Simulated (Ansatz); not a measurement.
# Residual resistivity of an alloy: V(100) with 4 layers of random V-Ru, 2x2, part 2 of 2

How strongly does chemical disorder scatter in V(100) with 4 layers of random V-Ru, 2x2?

Ansatz 0.2.0; Ansatz plane-wave DFT, PBE, PAW files; ballistic transport by layer matching (Landauer), zero bias; PAW set soft_1.

So far. Step 3 (With 8 alloy layers): Over the solved energies the transmission per spin lies between 3.58 and 3.70, out of 9.91 channels of the lead on average (up to 10.4).

## Step 4: With 12 alloy layers

In 12 layers a share of 0.25 of the sites is given to Ru at random. A fresh draw is used; the growth of the resistance with length is what counts.

System of this step: V(100) with 12 layers of random V-Ru, 2x2. The cell holds 88 atoms: 76 V and 12 Ru. Its edges and angles: a = 6.052 Å, b = 6.052 Å, c = 33.286 Å, α = 90.0°, β = 90.0°, γ = 90.0°. It derives from V. Regions: lead, 40 atoms (40 V); scattering region, 48 atoms (36 V and 12 Ru). The structure is stacked along c, and the current runs across the ab planes.

input.yaml reads:

```yaml
crystal:
  lattice:
    - [6.052, 0.0, 0.0]
    - [0.0, 6.052, 0.0]
    - [0.0, 0.0, 33.286]
  atoms:
    - { symbol: V, position: [0.0, 0.0, 0.0227272727] }
    - { symbol: V, position: [0.0, 0.5, 0.0227272727] }
    - { symbol: V, position: [0.5, 0.0, 0.0227272727] }
    - { symbol: V, position: [0.5, 0.5, 0.0227272727] }
    - { symbol: V, position: [0.25, 0.25, 0.0681818182] }
    - { symbol: V, position: [0.25, 0.75, 0.0681818182] }
    - { symbol: V, position: [0.75, 0.25, 0.0681818182] }
    - { symbol: V, position: [0.75, 0.75, 0.0681818182] }
    - { symbol: V, position: [0.0, 0.0, 0.1136363636] }
    - { symbol: V, position: [0.0, 0.5, 0.1136363636] }
    - { symbol: V, position: [0.5, 0.0, 0.1136363636] }
    - { symbol: V, position: [0.5, 0.5, 0.1136363636] }
    - { symbol: V, position: [0.25, 0.25, 0.1590909091] }
    - { symbol: V, position: [0.25, 0.75, 0.1590909091] }
    - { symbol: V, position: [0.75, 0.25, 0.1590909091] }
    - { symbol: V, position: [0.75, 0.75, 0.1590909091] }
    - { symbol: V, position: [0.0, 0.0, 0.2045454545] }
    - { symbol: V, position: [0.0, 0.5, 0.2045454545] }
    - { symbol: V, position: [0.5, 0.0, 0.2045454545] }
    - { symbol: V, position: [0.5, 0.5, 0.2045454545] }
    - { symbol: V, position: [0.25, 0.25, 0.25] }
    - { symbol: V, position: [0.25, 0.75, 0.25] }
    - { symbol: V, position: [0.75, 0.25, 0.25] }
    - { symbol: V, position: [0.75, 0.75, 0.25] }
    - { symbol: V, position: [0.0, 0.0, 0.2954545455] }
    - { symbol: V, position: [0.0, 0.5, 0.2954545455] }
    - { symbol: Ru, position: [0.5, 0.0, 0.2954545455] }
    - { symbol: V, position: [0.5, 0.5, 0.2954545455] }
    - { symbol: Ru, position: [0.25, 0.25, 0.3409090909] }
    - { symbol: Ru, position: [0.25, 0.75, 0.3409090909] }
    - { symbol: V, position: [0.75, 0.25, 0.3409090909] }
    - { symbol: V, position: [0.75, 0.75, 0.3409090909] }
    - { symbol: V, position: [0.0, 0.0, 0.3863636364] }
    - { symbol: Ru, position: [0.0, 0.5, 0.3863636364] }
    - { symbol: V, position: [0.5, 0.0, 0.3863636364] }
    - { symbol: V, position: [0.5, 0.5, 0.3863636364] }
    - { symbol: Ru, position: [0.25, 0.25, 0.4318181818] }
    - { symbol: V, position: [0.25, 0.75, 0.4318181818] }
    - { symbol: Ru, position: [0.75, 0.25, 0.4318181818] }
    - { symbol: V, position: [0.75, 0.75, 0.4318181818] }
    - { symbol: V, position: [0.0, 0.0, 0.4772727273] }
    - { symbol: V, position: [0.0, 0.5, 0.4772727273] }
    - { symbol: Ru, position: [0.5, 0.0, 0.4772727273] }
    - { symbol: V, position: [0.5, 0.5, 0.4772727273] }
    - { symbol: V, position: [0.25, 0.25, 0.5227272727] }
    - { symbol: V, position: [0.25, 0.75, 0.5227272727] }
    - { symbol: V, position: [0.75, 0.25, 0.5227272727] }
    - { symbol: V, position: [0.75, 0.75, 0.5227272727] }
    - { symbol: V, position: [0.0, 0.0, 0.5681818182] }
    - { symbol: V, position: [0.0, 0.5, 0.5681818182] }
    - { symbol: V, position: [0.5, 0.0, 0.5681818182] }
    - { symbol: V, position: [0.5, 0.5, 0.5681818182] }
    - { symbol: Ru, position: [0.25, 0.25, 0.6136363636] }
    - { symbol: V, position: [0.25, 0.75, 0.6136363636] }
    - { symbol: Ru, position: [0.75, 0.25, 0.6136363636] }
    - { symbol: V, position: [0.75, 0.75, 0.6136363636] }
    - { symbol: V, position: [0.0, 0.0, 0.6590909091] }
    - { symbol: Ru, position: [0.0, 0.5, 0.6590909091] }
    - { symbol: V, position: [0.5, 0.0, 0.6590909091] }
    - { symbol: Ru, position: [0.5, 0.5, 0.6590909091] }
    - { symbol: V, position: [0.25, 0.25, 0.7045454545] }
    - { symbol: V, position: [0.25, 0.75, 0.7045454545] }
    - { symbol: V, position: [0.75, 0.25, 0.7045454545] }
    - { symbol: Ru, position: [0.75, 0.75, 0.7045454545] }
    - { symbol: V, position: [0.0, 0.0, 0.75] }
    - { symbol: V, position: [0.0, 0.5, 0.75] }
    - { symbol: V, position: [0.5, 0.0, 0.75] }
    - { symbol: V, position: [0.5, 0.5, 0.75] }
    - { symbol: V, position: [0.25, 0.25, 0.7954545455] }
    - { symbol: V, position: [0.25, 0.75, 0.7954545455] }
    - { symbol: V, position: [0.75, 0.25, 0.7954545455] }
    - { symbol: V, position: [0.75, 0.75, 0.7954545455] }
    - { symbol: V, position: [0.0, 0.0, 0.8409090909] }
    - { symbol: V, position: [0.0, 0.5, 0.8409090909] }
    - { symbol: V, position: [0.5, 0.0, 0.8409090909] }
    - { symbol: V, position: [0.5, 0.5, 0.8409090909] }
    - { symbol: V, position: [0.25, 0.25, 0.8863636364] }
    - { symbol: V, position: [0.25, 0.75, 0.8863636364] }
    - { symbol: V, position: [0.75, 0.25, 0.8863636364] }
    - { symbol: V, position: [0.75, 0.75, 0.8863636364] }
    - { symbol: V, position: [0.0, 0.0, 0.9318181818] }
    - { symbol: V, position: [0.0, 0.5, 0.9318181818] }
    - { symbol: V, position: [0.5, 0.0, 0.9318181818] }
    - { symbol: V, position: [0.5, 0.5, 0.9318181818] }
    - { symbol: V, position: [0.25, 0.25, 0.9772727273] }
    - { symbol: V, position: [0.25, 0.75, 0.9772727273] }
    - { symbol: V, position: [0.75, 0.25, 0.9772727273] }
    - { symbol: V, position: [0.75, 0.75, 0.9772727273] }
kpoints:
  mp_grid: { grid: [4, 4, 1] }
hamiltonian:
  xc: pbe
  pseudopotentials: { kind: paw, azcp: { folder: soft_1 } }
scf:
  occupations: { method: fermi_dirac, width: 0.1 }
output:
  transmission: { leads: [[0, 4]], kmesh: [8, 8], e_range: [-0.05, 0.05], de: 0.05 }
  write_potential: true
  write_density: true
  volumetric_format: npy
```

The run is started by

```console
ansatz run input.yaml --threads 4 --pin off --max-ram 15360MiB --backend cpu --events-out ev --progress --plain --runs-dir out
```

Numbers of over 12 decimals in the logs are rounded to 6 here.

Output:

```text
[...]
Crystal: 88 atoms, lattice volume = 1219.156 Å³
Basis set: ecut = 420 eV, 23843 PW (Γ)
Bands: 708, of which v1, the nominal top of the filled ones, is band 590 counted from 1 (589 counted from 0)
Symmetry: 1 space group operations
[...]
k-points: 10 of 16 (time reversal used)
[...]
SCF iter   1: F=—  HF=-292179.291378 eV  |F-HF|=—  |Δ(HF+E_count)|=         —  Δρ=2.77e-1  dr2=1.39e4  ethr=3.10e-3  ⟨swp⟩=6.6  Hψ=26659  notcnv=0
[...]
SCF iter  13: F=-291898.833726 eV  HF=-291898.833726 eV  |F-HF|=3.75e-8  |Δ(HF+E_count)|=   1.64e-8  Δρ=6.51e-7  dr2=3.88e-8  ethr=8.47e-12  ⟨swp⟩=16.3  Hψ=30376  notcnv=0
SCF 1 converged in 13 iterations: F = -291898.833726 eV  dr2 = 3.88e-8
[...]
transmission: 177 of 1734 steps passed
transmission: 348 of 1734 steps passed
[...]
transmission: 1734 of 1734 steps passed
SCF converged after 13 iterations
Free energy (F): -291898.833726 eV
[...]
Internal energy: -291895.092499 eV  (E = F + TS)
E sigma→0 (E₀):  -291896.963113 eV
Entropy (-TS):   -3.741227 eV (-42.514 meV/atom)
Fermi energy:    17.057794 eV
[...]
--- Band table (eV; the first three rows and the last of 10) ---
  k-point 0: bands = [... 586 lower, 17.3877, 17.4020, 17.4125, 17.4238, 17.4281, 17.4284, 17.4374, 17.4380, ... 114 higher]
  k-point 1: bands = [... 586 lower, 17.2131, 17.2182, 17.2250, 17.2396, 17.2476, 17.2574, 17.2643, 17.2842, ... 114 higher]
  k-point 2: bands = [... 586 lower, 16.9020, 16.9362, 16.9404, 16.9463, 16.9762, 16.9824, 16.9841, 16.9882, ... 114 higher]
  k-point 9: bands = [... 586 lower, 16.5194, 16.5211, 16.5229, 16.5237, 16.5318, 16.5410, 16.6157, 16.6171, ... 114 higher]
--- Transmission ---
  basis      : 325 plane waves across, 51 finite elements along
  points     : 34, standing for a mesh of 8 x 8
[...]
channels       : 1.004688e1 a spin
[...]
junction   : crystal 0 to crystal 0, 0.70 to 32.47 Å
    transmission   : 3.207078e0 a spin
[...]
```

Elapsed: 45 min, on 4 threads of Arm Neoverse V1, shared host; peak memory 7.4 GiB; 2.7 h of CPU time.

Numbers from this step:

```yaml
free_energy: -291898.8337 eV
energy_at_zero_smearing: -291896.9631 eV
fermi_energy: 17.06 eV
transmission_per_spin_nearest_the_fermi_level: 3.207
step_of_the_lead_s_potential: 1 meV
```

Per spin. Transmission, zone mean against energy, zero at the Fermi level:

| energy (eV) | transmission, zone mean |
| --- | --- |
| -0.0500 | 3.21 |
| 0.0000 | 3.21 |
| 0.0500 | 3.15 |

Over the solved energies the transmission per spin lies between 3.15 and 3.21, out of 9.90 channels of the lead on average (up to 10.4).

## Step 5: The fit

This step: Ansatz plane-wave DFT, PBE, PAW files; ballistic transport by layer matching (Landauer), zero bias; residual resistivity from the slope of the area resistance, atoms on the host's lattice; PAW set soft_1 (Ansatz 0.2.0).

This step gave:

```
resistivity           : 48.12 µΩ cm
intercept             : 0.1662 fΩ m²
scatter about the fit : 0.04973 fΩ m²
```

Resistance, by row:

| run | length (Å) | T | channels N | RA (fΩ m²) |
| --- | --- | --- | --- | --- |
| n4 | 6.052 | 5.277 | 9.984 | 0.4223 |
| n8 | 12.1 | 3.648 | 9.911 | 0.819 |
| n12 | 18.16 | 3.189 | 9.901 | 1.005 |

Table of area resistance by length of the alloy:

| length of the alloy (Å) | area resistance (fΩ m²) |
| --- | --- |
| 6.05 | 0.422 |
| 12.10 | 0.819 |
| 18.16 | 1.00 |

The area resistance goes from 0.42 to 1.0 fΩ m² between 6.1 and 18.2 Å, a slope of 48 µΩ cm.

By hand from the end points: (1.005 − 0.4223) fΩ m² / (18.16 − 6.05) Å = 48 µΩ cm, since 1 fΩ m² per Å is 1000 µΩ cm.

## Step 6: Summary of results

```yaml
resistivity_from_the_slope: 48.1 µΩ cm
area_resistance_over_6p05_a: 0.422 fΩ m²
area_resistance_over_12p1_a: 0.819 fΩ m²
area_resistance_over_18p2_a: 1.00 fΩ m²
```

The slope gives 48 µΩ cm. The points scatter by 0.050 fΩ m² about the line, with one random draw a length in a 2x2 cell, so the slope is a rough value. Read with a model of isotropic scattering on a spherical Fermi surface and the lead's 2.1×10¹⁵ S/m², this slope means a mean free path near 7.4 Å; over these lengths the model's slope is within 3 % of its bulk resistivity. The atoms sit on the host's lattice, so scattering by size misfit is left out.

[Logs are printed without paths, hosts, clocks, repeated set-up lines and the standing remarks that a program may print on its own settings, such as how far it seeks lower states.]

[Hosts, paths, dates, database ids (printed as entryN), source tags and the programs' standing remarks are cut or masked in the printed files.]
